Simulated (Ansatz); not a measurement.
Runs of Ansatz 0.2.0 on Gd. It takes space group P6_3/mmc (No. 194, hexagonal). Conventional cell: a = 3.636 Å, b = 3.636 Å, c = 5.783 Å, α = 90.00°, β = 90.00°, γ = 120.00°. Gd (site symmetry -6m2) is surrounded by 12 Gd at 3.57 to 3.64 Å. 

```csv
task,level,smearing,gap on the mesh (eV),pressure (GPa),moment (μB)
single point,PBE,gaussian 0.012 eV,none,0.6,15.19
band structure,revPBE,fermi-dirac 0.05 eV,-,(a),15.27
single point,PBE,gaussian 0.014 eV,none,0.6,15.19
single point,PBE,gaussian 0.021 eV,none,0.6,15.19
```

Alike in all rows: potentials or basis all-electron LAPW, scalar-relativistic; spin collinear, ferromagnetic start; cell as given; k mesh 8 × 8 × 5; cutoff (eV) 156; basis error allowed 0.001 eV/atom.

Q: Estimate the missing entries.

A: (a) 1.9.

Caveats: an open f shell can end in a state above the lowest; spin-orbit coupling is left out, which moves the levels of the heavy elements.

A k mesh can miss the band edges, and the runs leave out spin-orbit coupling on Gd.

A gap of «none» marks a metal or a gap under the smearing width.
